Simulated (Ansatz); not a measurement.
Results of rVV10 in Ansatz (plane waves, PAW) for rutile RuO2.

The run printed, among other lines:

```
Crystal: 6 atoms, lattice volume = 65.014 Å³
Basis set: ecut = 520 eV, 1751 PW (Γ), exchange–correlation on 72×72×48 points (8 copies of the dense FFT grid, shifted against one another)
Bands: 34, of which v1, the nominal top of the filled ones, is band 28 counted from 1 (27 counted from 0)
Symmetry: 16 space group operations
Space group: P42/mnm (ITA 136), of the structure as read, at distance tolerance 4.0e-5 Å
k-points: 280 of 2592
Functional: x = rpw86, c = pbe(β = 0.06672455060314922) + rvv10(b = 6.3, C = 0.0093)
SCF iter   1: F=—  HF=-14121.826929 eV  |F-HF|=—  |Δ(HF+E_count)|=         —  Δρ=2.33e-2  dr2=2.28e-1
SCF iter   2: F=—  HF=-14121.795481 eV  |F-HF|=—  |Δ(HF+E_count)|=   3.14e-2  Δρ=1.06e-2  dr2=3.10e-2
  ...
SCF iter   7: F=—  HF=-14121.787238 eV  |F-HF|=—  |Δ(HF+E_count)|=   9.98e-9  Δρ=1.75e-6  dr2=6.16e-10
SCF iter   8: F=-14121.787238 eV  HF=-14121.787238 eV  |F-HF|=7.28e-12  |Δ(HF+E_count)|=  2.29e-10  Δρ=2.87e-7  dr2=1.83e-11
SCF 1 converged in 8 iterations: F = -14121.787238 eV  dr2 = 1.83e-11
SCF converged after 8 iterations
Free energy (F): -14121.787238 eV
Internal energy: -14121.758740 eV  (E = F + TS)
E sigma→0 (E₀):  -14121.772989 eV
Fermi energy:    12.305994 eV
--- Forces (eV/Å), atoms counted from 1 ---
  atom   1  Ru     0.00000000    -0.00000000     0.00000000
  atom   2  Ru     0.00000000     0.00000000     0.00000000
  atom   3  O      0.00027753     0.00027753     0.00000000
  atom   4  O      0.00027753    -0.00027753     0.00000000
  atom   5  O     -0.00027753     0.00027753     0.00000000
  atom   6  O     -0.00027753    -0.00027753     0.00000000
--- Stress (GPa, compression-positive) ---
        0.001358       0.000000       0.000000
        0.000000       0.001358       0.000000
        0.000000       0.000000       0.009779
  P = ⅓ Tr σ = 0.0042 GPa (0.042 kbar)
```

Question: Write an input file that could have produced this run (the log leaves some choices open).

Answer: This is not unique; one that fits is 
Ansatz 0.2 input:
```yaml
crystal:
  lattice:
    - [4.5407210616, 0.0, 0.0]
    - [0.0, 4.5407210616, 0.0]
    - [0.0, 0.0, 3.153255831]
  atoms:
    - { symbol: Ru, position: [0.0, 0.0, 0.0] }
    - { symbol: Ru, position: [0.5, 0.5, 0.5] }
    - { symbol: O, position: [0.3054924596, 0.3054924596, 0.0] }
    - { symbol: O, position: [0.8054924596, 0.1945075404, 0.5] }
    - { symbol: O, position: [0.1945075404, 0.8054924596, 0.5] }
    - { symbol: O, position: [0.6945075404, 0.6945075404, 0.0] }
basis:
  ecutwfc: 520
  ecutrho_ratio: 4
  xc_grid: 2
kpoints:
  mp_grid: { grid: [12, 12, 18] }
hamiltonian:
  xc: { exchange: rpw86, correlation: pbe }
  dispersion: rvv10
  pseudopotentials: { kind: paw }
scf:
  occupations: { method: fermi_dirac, width: 0.05 }
  convergence: { dr2_threshold: 0.0000000006 }
output:
  forces: true
  stress: true
  eigenvalues: true
```

The PAW data were made under PBE.

It cost around 60 core-seconds (rough) of CPU time.

Ansatz is an electronic-structure program.
